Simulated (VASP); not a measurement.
# Ag (Fm-3m) in VASP: a series of runs

Runs on Ag. Level: PBE. Tasks: relaxation of cell and atoms, electrostatic potential.

All numbers are computed with VASP 6.6.1; they aren't measurements. Logs are shortened: lines on timing, memory, paths and dates and some standing lists are left out, and cuts for length are marked.

### Step 1. The crystal as given

It takes space group Fm-3m (No. 225, cubic). Conventional cell: a = 4.060 Å, b = 4.060 Å, c = 4.060 Å, α = 90.00°, β = 90.00°, γ = 90.00°. Ag (site symmetry m-3m) has 12 Ag at 2.87 Å as nearest neighbours.

The cell was built by a generator and needn't be a form met in nature.

### Step 2. Relaxation of cell and atoms, PBE

Input file INCAR:

```
ALGO = Fast
EDIFF = 1E-6
EDIFFG = -0.005
ENCUT = 600
GGA = PE
IBRION = 2
ISIF = 3
ISMEAR = 1
LASPH = True
LCHARG = False
LREAL = False
LWAVE = False
NELM = 120
NSW = 40
PREC = Accurate
SIGMA = 0.1
```

Input file KPOINTS:

```
k-points
0
Gamma
  18 18 18
```

Input file POSCAR:

```
Ag
1.0
    0.0000000000      2.0300000000      2.0300000000
    2.0300000000      0.0000000000      2.0300000000
    2.0300000000      2.0300000000      0.0000000000
Ag
1
Direct
    0.0000000000      0.0000000000      0.0000000000
```

Potentials or basis: VASP PAW PBE potentials, release 64 (Ag).

On the command line:

```console
> cat potpaw_PBE.64/Ag/POTCAR > POTCAR
> mpirun -np 1 vasp_std > vasp.out
```

OUTCAR:

```text
EDIFF = 1E-6
   EDIFFG = -0.005
   ENCUT = 600
   GGA = PE
   IBRION = 2
   ISIF = 3
   ISMEAR = 1
   LASPH = True
   LREAL = False
   NELM = 120
   NSW = 40
   PREC = Accurate

 ion  position               nearest neighbor table
   1  0.000  0.000  0.000-

  LATTYP: Found a face centered cubic cell.
 ALAT       =     4.0600000000

  Lattice vectors:

 A1 = (   0.0000000000,   2.0300000000,   2.0300000000)
 A2 = (   2.0300000000,   0.0000000000,   2.0300000000)
 A3 = (   2.0300000000,   2.0300000000,   0.0000000000)

Analysis of symmetry for initial positions (statically):
=====================================================================
 Subroutine PRICEL returns:
 Original cell was already a primitive cell.

 Routine SETGRP: Setting up the symmetry group for a
 face centered cubic supercell.

 Subroutine GETGRP returns: Found 48 space group operations
 (whereof 48 operations were pure point group operations)
 out of a pool of 48 trial point group operations.

The static configuration has the point symmetry O_h .

Analysis of symmetry for dynamics (positions and initial velocities):
=====================================================================
 Subroutine PRICEL returns:
 Original cell was already a primitive cell.

 Routine SETGRP: Setting up the symmetry group for a
 face centered cubic supercell.

 Subroutine GETGRP returns: Found 48 space group operations
 (whereof 48 operations were pure point group operations)
 out of a pool of 48 trial point group operations.

The dynamic configuration has the point symmetry O_h .

 Subroutine INISYM returns: Found 48 space group operations
 (whereof 48 operations are pure point group operations),
 and found     1 'primitive' translations

----------------------------------------------------------------------------------------

                                     Primitive cell

  volume of cell :      16.7309

  direct lattice vectors                    reciprocal lattice vectors
     0.000000000  2.030000000  2.030000000    -0.246305419  0.246305419  0.246305419
     2.030000000  0.000000000  2.030000000     0.246305419 -0.246305419  0.246305419
     2.030000000  2.030000000  0.000000000     0.246305419  0.246305419 -0.246305419

  length of vectors
     2.870853532  2.870853532  2.870853532     0.426613499  0.426613499  0.426613499

  position of ions in fractional coordinates (direct lattice)
     0.000000000  0.000000000  0.000000000

  ion indices of the primitive-cell ions
   primitive index   ion index
                 1           1

----------------------------------------------------------------------------------------

 KPOINTS: k-points

Automatic generation of k-mesh.
 Grid dimensions read from file:
 generate k-points for:   18   18   18

 Generating k-lattice:

  Cartesian coordinates                     Fractional coordinates (reciprocal lattice)
    -0.013683634  0.013683634  0.013683634     0.055555556  0.000000000  0.000000000
     0.013683634 -0.013683634  0.013683634     0.000000000  0.055555556  0.000000000
     0.013683634  0.013683634 -0.013683634     0.000000000  0.000000000  0.055555556

  Length of vectors
     0.023700750  0.023700750  0.023700750

  Shift w.r.t. Gamma in fractional coordinates (k-lattice)
     0.000000000  0.000000000  0.000000000

 Subroutine IBZKPT returns following result:
 ===========================================

 Found    195 irreducible k-points:

 Following reciprocal coordinates:
            Coordinates               Weight
  0.000000  0.000000  0.000000      1.000000
  0.055556  0.000000  0.000000      8.000000
  0.111111  0.000000  0.000000      8.000000
  0.166667  0.000000  0.000000      8.000000
  0.222222  0.000000  0.000000      8.000000
  0.277778  0.000000  0.000000      8.000000
[... 16 lines left out ...]
 -0.277778  0.055556  0.000000     24.000000
 -0.222222  0.055556  0.000000     24.000000
 [... further k-points ...]
   k-points           NKPTS =    195   k-points in BZ     NKDIM =    195   number of bands    NBANDS=      9
   number of dos      NEDOS =    301   number of ions     NIONS =      1
   total plane-waves  NPLWV =  13824
   dimension x,y,z NGX =    24 NGY =   24 NGZ =   24
   dimension x,y,z NGXF=    48 NGYF=   48 NGZF=   48
   ions per type =               1
   NGX,Y,Z   is equivalent  to a cutoff of  13.90, 13.90, 13.90 a.u.
   NGXF,Y,Z  is equivalent  to a cutoff of  27.80, 27.80, 27.80 a.u.
 SYSTEM =  unknown system
   PREC   = accura    normal or accurate (medium, high low for compatibility)
   ISTART =      0    job   : 0-new  1-cont  2-samecut
   ICHARG =      2    charge: 1-file 2-atom 10-const
   ISPIN  =      1    spin polarized calculation?
   LNONCOLLINEAR =      F non collinear calculations
   LSORBIT =      F    spin-orbit coupling
   LASPH  =      T    aspherical Exc in radial PAW
   ENCUT  =  600.0 eV  44.10 Ry    6.64 a.u.   5.73  5.73  5.73*2*pi/ulx,y,z
   NELM   =    120;   NELMIN=  2; NELMDL= -5     # of ELM steps
   EDIFF  = 0.1E-05   stopping-criterion for ELM
   LREAL  =      F    real-space projection
   EDIFFG = -.5E-02   stopping-criterion for IOM
   NSW    =     40    number of steps for IOM
   IBRION =      2    ionic relax: 0-MD 1-quasi-New 2-CG
   NFREE  =      1    steps in history (QN), initial steepest desc. (CG)
   ISIF   =      3    stress and relaxation
   ISYM   =      2    0-nonsym 1-usesym 2-fastsym
   POTIM  = 0.5000    time-step for ionic-motion
   TEBEG  =    0.0;   TEEND  =   0.0 temperature during run
   PSTRESS=    0.0 pullay stress
   NELECT =      11.0000    total number of electrons
   NUPDOWN=      -1.0000    fix difference up-down
   EMIN   =  10.00;   EMAX   =-10.00  energy-range for DOS
   EFERMI =   0.00;   METHOD = LEGACY
   ISMEAR =     1;   SIGMA  =   0.10  broadening in eV -4-tet -1-fermi 0-gaus
   EFERMI_NEDOS =   21; number of points for ismear=-14 and -15
   IALGO  =     68    algorithm
   IMIX   =      4    mixing-type and parameters
     AMIX     =   0.40;   BMIX     =  1.00
     AMIX_MAG =   1.60;   BMIX_MAG =  1.00
  volume/ion in A,a.u.               =      16.73       112.91
  Fermi-wavevector in a.u.,A,eV,Ry     =   1.423529  2.690080 27.571324  2.026435
  Thomas-Fermi vector in A             =   2.544117
   LORBIT       =      0    0 simple, 1 ext, 2 COOP (PROOUT), +10 PAW based schemes
   GGA     = PE    functional components
   LHFCALC =     F    Hartree Fock is set to
   AEXX    =    0.0000 exact exchange contribution
   IVDW    =     0    specifies the selected vdW correction
   LEPSILON=     F    determine dielectric tensor
   LRPA    =     F    only Hartree local field effects (RPA)
 conjugate gradient relaxation of ions
 non-spin polarized calculation
 RMM-DIIS sequential band-by-band and
 Methfessel and Paxton  Order N= 1 SIGMA  =   0.10
  energy-cutoff  :      600.00
  volume of cell :       16.73
 maximum number of plane-waves:       568
   NGX = 11   NGY = 11   NGZ = 11

--------------------------------------- Ionic step        1  -------------------------------------------

 number of electron      11.0000000 magnetization

 Free energy of the ion-electron system (eV)
  ---------------------------------------------------
  ext. energy  EPLUGINS =         0.00000000
  ---------------------------------------------------
  free energy    TOTEN  =        -2.69799409 eV

  energy without entropy =       -2.69779102  energy(sigma->0) =       -2.69792640

------------------------ aborting loop because EDIFF is reached ----------------------------------------

  FORCE on cell =-STRESS in cart. coord.  units (eV):
  Direction    XX          YY          ZZ          XY          YZ          ZX
  --------------------------------------------------------------------------------------
  -------------------------------------------------------------------------------------
  Total        0.7295496      0.7295496      0.7295496      0.0000000      0.0000000      0.0000000
  in kB       69.8630106     69.8630106     69.8630106      0.0000000      0.0000000      0.0000000
  external PRESSURE =      69.8630106 kB  Pullay stress =       0.0000000 kB

 VOLUME and BASIS-vectors are now :
 -----------------------------------------------------------------------------
  energy-cutoff  :      600.00
  volume of cell :       16.73
      direct lattice vectors                 reciprocal lattice vectors
     0.000000000  2.030000000  2.030000000    -0.246305419  0.246305419  0.246305419
     2.030000000  0.000000000  2.030000000     0.246305419 -0.246305419  0.246305419
     2.030000000  2.030000000  0.000000000     0.246305419  0.246305419 -0.246305419
[... 141 lines left out ...]
 POSITION                                       TOTAL-FORCE (eV/Angst)
 -----------------------------------------------------------------------------------
      0.00000      0.00000      0.00000         0.000000      0.000000     -0.000000
 -----------------------------------------------------------------------------------
    total drift:                               -0.000000     -0.000000      0.000000

  FREE ENERGIE OF THE ION-ELECTRON SYSTEM (eV)
  ---------------------------------------------------
  free  energy   TOTEN  =        -2.7192817680 eV

  energy  without entropy=       -2.7192006820  energy(sigma->0) =       -2.71925474

--------------------------------------- Ionic step        6  -------------------------------------------

 number of electron      11.0000000 magnetization

 Free energy of the ion-electron system (eV)
  ---------------------------------------------------
  ext. energy  EPLUGINS =         0.00000000
  ---------------------------------------------------
  free energy    TOTEN  =        -2.71928302 eV

  energy without entropy =       -2.71920200  energy(sigma->0) =       -2.71925602

 E-fermi :   7.8001     XC(G=0): -11.9548

 val. band max:        7.7835601701   @ k =   0.5000   0.1667   0.0556
 cond. band min:       7.9247700393   @ k =   0.5000   0.3333   0.1111
 fundamental gap:      0.1412098692
 Fermi energy:         7.8001096167

 k-point     1 :       0.0000    0.0000    0.0000
  band No.  band energies     occupation
      1       0.3890      2.00000
      2       3.1902      2.00000
      3       3.1902      2.00000
      4       3.1902      2.00000
      5       4.1477      2.00000
      6       4.1477      2.00000
      7      23.7704      0.00000
      8      27.0941      0.00000
      9      27.0941      0.00000

 k-point     2 :       0.0556    0.0000    0.0000
  band No.  band energies     occupation
      1       0.4824      2.00000
      2       3.1696      2.00000
      3       3.2153      2.00000
      4       3.2153      2.00000
      5       4.1381      2.00000
      6       4.1381      2.00000
      7      23.7760      0.00000
      8      26.2528      0.00000
      9      27.1198      0.00000
[... 253 lines left out ...]
 k-point    24 :      -0.2222    0.0556    0.0000
  band No.  band energies     occupation
      1       1.7512      2.00000
      2       3.2146      2.00000
      3       3.4181      2.00000
      4       3.4448      2.00000
      5       4.1064      2.00000
      6       4.4501      2.00000
      7      19.0816      0.00000
      8      23.8339      0.00000
      9      26.0535      0.00000

 [... further k-points ...]

------------------------ aborting loop because EDIFF is reached ----------------------------------------

  FORCE on cell =-STRESS in cart. coord.  units (eV):
  Direction    XX          YY          ZZ          XY          YZ          ZX
  --------------------------------------------------------------------------------------
  -------------------------------------------------------------------------------------
  Total        0.0004891      0.0004891      0.0004891      0.0000000      0.0000000      0.0000000
  in kB        0.0440260      0.0440260      0.0440260      0.0000000      0.0000000      0.0000000
  external PRESSURE =       0.0440260 kB  Pullay stress =       0.0000000 kB

 VOLUME and BASIS-vectors are now :
 -----------------------------------------------------------------------------
  energy-cutoff  :      600.00
  volume of cell :       17.80
      direct lattice vectors                 reciprocal lattice vectors
     0.000000000  2.072368515  2.072368515    -0.241269830  0.241269830  0.241269830
     2.072368515 -0.000000000  2.072368515     0.241269830 -0.241269830  0.241269830
     2.072368515  2.072368515 -0.000000000     0.241269830  0.241269830 -0.241269830

 POSITION                                       TOTAL-FORCE (eV/Angst)
 -----------------------------------------------------------------------------------
      2.07237      2.07237      4.14474         0.000000     -0.000000      0.000000
 -----------------------------------------------------------------------------------
    total drift:                               -0.000000     -0.000000     -0.000000

  FREE ENERGIE OF THE ION-ELECTRON SYSTEM (eV)
  ---------------------------------------------------
  free  energy   TOTEN  =        -2.7192830229 eV

  energy  without entropy=       -2.7192020042  energy(sigma->0) =       -2.71925602

 reached required accuracy - stopping structural energy minimisation
```

Wall time 35 s (1 thread of Intel Xeon 6975P-C (Granite Rapids), shared host); peak memory 0.18 GiB.

Results:

```
Free energy                            : -2.7193 eV
Relaxed volume                         : 17.80 Å³/atom
Relaxed cell                           : a = 2.931 Å, b = 2.931 Å, c = 2.931 Å, α = 60.00°, β = 60.00°, γ = 60.00°
Space group after relaxing (to 0.05 Å) : Fm-3m (No. 225)
Energy gained by relaxing              : 21.3 meV/atom
Ionic steps                            : 6
Pressure after relaxing                : 0.0 GPa
Band gap on the k mesh                 : none (metal or under the smearing width)
```

Step by step:
```tsv
step	energy change (eV)	largest force (eV/Å)	pressure (GPa)	volume (Å³)
1	0.0000	0.0000	6.99	16.73
2	-0.0129	0.0000	-3.61	18.56
3	-0.0213	0.0000	0.16	17.80
4	-0.0213	0.0000	-0.15	17.83
5	-0.0213	0.0000	0.05	17.79
6	-0.0213	0.0000	0.00	17.80
```

Final structure:
```xyz
1
Lattice="0.0000 2.0724 2.0724 2.0724 0.0000 2.0724 2.0724 2.0724 0.0000" Properties=species:S:1:pos:R:3 pbc="T T T"
Ag    2.0724    2.0724    4.1447
```

Levels at points of the mesh, in eV from the Fermi level:
| k point | band 3 | band 4 | band 5 | band 6 | band 7 | band 8 | band 9 |
| --- | --- | --- | --- | --- | --- | --- | --- |
| (0.00, 0.00, 0.00) | -4.61 | -4.61 | -3.65 | -3.65 | 15.97 | 19.29 | 19.29 |
| (0.50, 0.00, 0.00) | -4.63 | -2.92 | -2.92 | -0.24 | 3.42 | 15.20 | 17.47 |
| (0.50, 0.50, 0.00) | -2.95 | -2.72 | -2.72 | 1.69 | 6.46 | 10.49 | 10.49 |

### Step 3. Electrostatic potential, PBE

This run uses another cell than the first one, of 17.80 Å³/atom, 1.064 times its volume.

Input file INCAR:

```
  PREC = Accurate
  ENCUT = 520
  EDIFF = 1E-6
  ISMEAR = 1
  SIGMA = 0.1
  LREAL = False
  LASPH = True
  NELM = 80
  ALGO = Fast
  ISIF = 2
  LWAVE = False
  LCHARG = True
  GGA = PE
  LVHAR = True
```

Input file KPOINTS:

```
Automatic mesh
0
Gamma
  18 18 18
```

Input file POSCAR:

```
Ag                                      
1.0
    0.0000000000      2.0723685154      2.0723685154
    2.0723685154     -0.0000000000      2.0723685154
    2.0723685154      2.0723685154     -0.0000000000
  Ag            
     1
Direct
     1.0000000000000000    1.0000000000000000    0.0000000000000000
```

Potentials or basis: VASP PAW PBE potentials, release 64 (Ag).

On the command line:

```console
> cat potpaw_PBE.64/Ag/POTCAR > POTCAR
> mpirun -np 1 vasp_std > vasp.out
```

Wall time 8.7 s (1 thread of Intel Xeon 6975P-C (Granite Rapids), shared host); peak memory 0.16 GiB.

It converged, with:

| Item | Value |
| --- | --- |
| Free energy | -2.7202 eV |
| Pressure | 0.1 GPa |
| Band gap on the k mesh | none (metal or under the smearing width) |

Levels at points of the mesh, in eV from the Fermi level:
```
           k point  band 4  band 5  band 6  band 7  band 8  band 9
(0.00, 0.00, 0.00)   -4.61   -3.65   -3.65   15.97   19.29   19.29
(0.50, 0.00, 0.00)   -2.92   -2.92   -0.24    3.42   15.20   17.47
(0.50, 0.50, 0.00)   -2.72   -2.72    1.69    6.46   10.49   10.49
```
